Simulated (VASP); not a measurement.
# GaSb (F-43m) in VASP: notebook, part 2 of 2

VASP 6.6.1.

## Step 4: Phonons, LDA

File POSCAR:

```
GaSb
1.0
    0.0000000000      3.0590000000      3.0590000000
    3.0590000000      0.0000000000      3.0590000000
    3.0590000000      3.0590000000      0.0000000000
Sb Ga
1 1
Direct
    0.7500000000      0.7500000000      0.7500000000
    0.0000000000      0.0000000000      0.0000000000
```

File INCAR.step1:

```
ALGO = Normal
EDIFF = 1E-8
EDIFFG = -0.002
ENCUT = 600
IBRION = 2
ISIF = 3
ISMEAR = -1
LASPH = T
LCHARG = F
LREAL = F
LWAVE = F
NELM = 100
NSW = 40
PREC = Accurate
SIGMA = 0.05
```

File INCAR.step2:

```
ALGO = Normal
EDIFF = 1E-8
ENCUT = 600
IBRION = 6
ISIF = 2
ISMEAR = -1
LASPH = T
LCHARG = F
LREAL = F
LWAVE = F
NELM = 100
NFREE = 2
NSW = 1
POTIM = 0.015
PREC = Accurate
SIGMA = 0.05
```

File KPOINTS:

```
k-points
0
Gamma
  6 6 6
```

Potentials or basis: VASP PAW LDA potentials, release 64 (Sb, Ga_d).

Launch:

```sh
$ cat potpaw_LDA.64/Sb/POTCAR potpaw_LDA.64/Ga_d/POTCAR > POTCAR
$ cp INCAR.step1 INCAR
$ mpirun -np 1 vasp_std > vasp.out
$ cp CONTCAR POSCAR
$ cp INCAR.step2 INCAR
$ mpirun -np 1 vasp_std > vasp.out
```

OUTCAR:

```text
EDIFF = 1E-8
   ENCUT = 600
   IBRION = 6
   ISIF = 2
   ISMEAR = -1
   LASPH = T
   LREAL = F
   NELM = 100
   NFREE = 2
   NSW = 1
   POTIM = 0.015
   PREC = Accurate

 ion  position               nearest neighbor table
   1  0.750  0.750  0.750-   2 2.62   2 2.62   2 2.62   2 2.62
   2  0.000  0.000  0.000-   1 2.62   1 2.62   1 2.62   1 2.62

  LATTYP: Found a face centered cubic cell.
 ALAT       =     6.0571966773

  Lattice vectors:

 A1 = (   0.0000000000,   3.0285983386,   3.0285983386)
 A2 = (   3.0285983386,   0.0000000000,   3.0285983386)
 A3 = (   3.0285983386,   3.0285983386,   0.0000000000)

Analysis of symmetry for initial positions (statically):
=====================================================================
 Subroutine PRICEL returns:
 Original cell was already a primitive cell.

 Routine SETGRP: Setting up the symmetry group for a
 face centered cubic supercell.

 Subroutine GETGRP returns: Found 24 space group operations
 (whereof 24 operations were pure point group operations)
 out of a pool of 48 trial point group operations.

The static configuration has the point symmetry T_d .

Analysis of symmetry for dynamics (positions and initial velocities):
=====================================================================
 Subroutine PRICEL returns:
 Original cell was already a primitive cell.

 Routine SETGRP: Setting up the symmetry group for a
 face centered cubic supercell.

 Subroutine GETGRP returns: Found 24 space group operations
 (whereof 24 operations were pure point group operations)
 out of a pool of 48 trial point group operations.

The dynamic configuration has the point symmetry T_d .

 Subroutine INISYM returns: Found 24 space group operations
 (whereof 24 operations are pure point group operations),
[... 297 lines left out ...]
 Fermi energy:         5.0881983480

 k-point     1 :       0.0000    0.0000    0.0000
  band No.  band energies     occupation
      1     -10.2164      2.00000
      2     -10.2152      2.00000
      3     -10.2137      2.00000
      4     -10.1613      2.00000
      5     -10.1613      2.00000
      6      -6.7286      2.00000
      7       4.9548      1.87017
      8       5.0012      1.70126
      9       5.0466      1.39360
     10       5.0886      0.99600
     11       7.7016      0.00000
     12       7.7360      0.00000
     13       7.7720      0.00000
[... 354 lines left out ...]
  band No.  band energies     occupation
      1     -10.2488      2.00000
      2     -10.2005      2.00000
      3     -10.2005      2.00000
      4     -10.1642      2.00000
      5     -10.1605      2.00000
      6      -4.8998      2.00000
      7      -1.3411      2.00000
      8       2.3237      2.00000
      9       3.2832      2.00000
     10       6.6205      0.00000
     11       8.6128      0.00000
     12       9.7925      0.00000
     13      10.9419      0.00000

 [... further k-points ...]
[... 5 lines left out ...]
  --------------------------------------------------------------------------------------
  -------------------------------------------------------------------------------------
  Total        0.0015325      0.0020630      0.0020630      0.0000000      0.1125360      0.0000000
  in kB        0.0441932      0.0594923      0.0594923      0.0000000      3.2452403      0.0000000
  external PRESSURE =       0.0543926 kB  Pullay stress =       0.0000000 kB
[... 17 lines left out ...]
  FREE ENERGIE OF THE ION-ELECTRON SYSTEM (eV)
  ---------------------------------------------------
  free  energy   TOTEN  =        -8.6394368242 eV

  energy  without entropy=       -8.6384618699  energy(sigma->0) =       -8.63894935

 INTERNAL STRAIN TENSORS FROM DISPLACED ATOMS
 ============================================

 INTERNAL STRAIN TENSOR FOR ION    1 for displacements in x,y,z  (eV/Angst):
          X           Y           Z          XY          YZ          ZX
  --------------------------------------------------------------------------------
  x     0.00000     0.00000     0.00000     0.00000     7.50004     0.00000
  y     0.00000     0.00000     0.00000     0.00000     0.00000     7.50004
  z     0.00000     0.00000     0.00000     7.50004     0.00000     0.00000

 INTERNAL STRAIN TENSOR FOR ION    2 for displacements in x,y,z  (eV/Angst):
          X           Y           Z          XY          YZ          ZX
  --------------------------------------------------------------------------------
  x     0.00000     0.00000     0.00000     0.00000    -7.49744     0.00000
  y    -0.00000    -0.00000    -0.00000     0.00000     0.00000    -7.49744
  z     0.00000     0.00000     0.00000    -7.49744     0.00000     0.00000

 Eigenvectors and eigenvalues of the dynamical matrix
 ----------------------------------------------------

   1 f  =    6.645442 THz    41.754541 2PiTHz  221.668070 cm-1    27.483326 meV
             X         Y         Z           dx          dy          dz
      4.542898  4.542898  4.542898     0.024930   -0.383122   -0.465022
      0.000000  0.000000  0.000000    -0.032979    0.506808    0.615149
[... 21 lines left out ...]
   6 f/i=    0.003388 THz     0.021285 2PiTHz    0.112998 cm-1     0.014010 meV
             X         Y         Z           dx          dy          dz
      4.542898  4.542898  4.542898    -0.520956   -0.588937   -0.134570
      0.000000  0.000000  0.000000    -0.393817   -0.445207   -0.101728

 ELASTIC MODULI CONTR FROM IONIC RELAXATION (kBar)
 Direction    XX          YY          ZZ          XY          YZ          ZX
 --------------------------------------------------------------------------------
 XX          -0.0000     -0.0000     -0.0000      0.0000      0.0000     -0.0000
 YY          -0.0000     -0.0000     -0.0000      0.0000      0.0000     -0.0000
 ZZ          -0.0000     -0.0000     -0.0000      0.0000      0.0000     -0.0000
 XY           0.0000      0.0000      0.0000   -202.4757      0.0000      0.0000
 YZ           0.0000      0.0000      0.0000      0.0000   -202.4757      0.0000
 ZX          -0.0000     -0.0000     -0.0000      0.0000      0.0000   -202.4757
 --------------------------------------------------------------------------------
```

Run time: 1.9 min. Hardware: 1 thread of Intel Xeon Platinum 8488C (Sapphire Rapids), shared host; peak memory 0.22 GiB.

What came out:

```yaml
Relaxed_volume: 27.78 Å³/atom
Relaxed_cell: a = 4.283 Å, b = 4.283 Å, c = 4.283 Å, α = 60.00°, β = 60.00°, γ = 60.00°
Space_group_after_relaxing_to_0.05_Å: F-43m (No. 216)
Highest_phonon_frequency_at_Γ_LO-TO_splitting_left_out: 222 cm⁻¹
```

The path:
```
step  energy change (eV)  largest force (eV/Å)  pressure (GPa)  volume (Å³)
   1              0.0000                0.0000           -1.48        57.25
   2             -0.0073                0.0000            0.45        55.08
   3             -0.0080                0.0000           -0.01        55.56
```

Final structure:
```cif
data_structure
_symmetry_space_group_name_H-M 'P 1'
_symmetry_Int_Tables_number 1
_cell_length_a 4.2831
_cell_length_b 4.2831
_cell_length_c 4.2831
_cell_angle_alpha 60.000
_cell_angle_beta 60.000
_cell_angle_gamma 60.000
_cell_volume 55.56
loop_
_atom_site_label
_atom_site_type_symbol
_atom_site_fract_x
_atom_site_fract_y
_atom_site_fract_z
_atom_site_occupancy
Sb1 Sb 0.75000 0.75000 0.75000 1
Ga1 Ga 0.00000 0.00000 0.00000 1
```

Phonon frequencies in cm⁻¹ (negative: imaginary):
| q point | frequencies |
| --- | --- |
| (0.000, 0.000, 0.000) | 0 0 0 222 222 222 |

The run has no spin-orbit coupling, so splittings on Sb are missing.
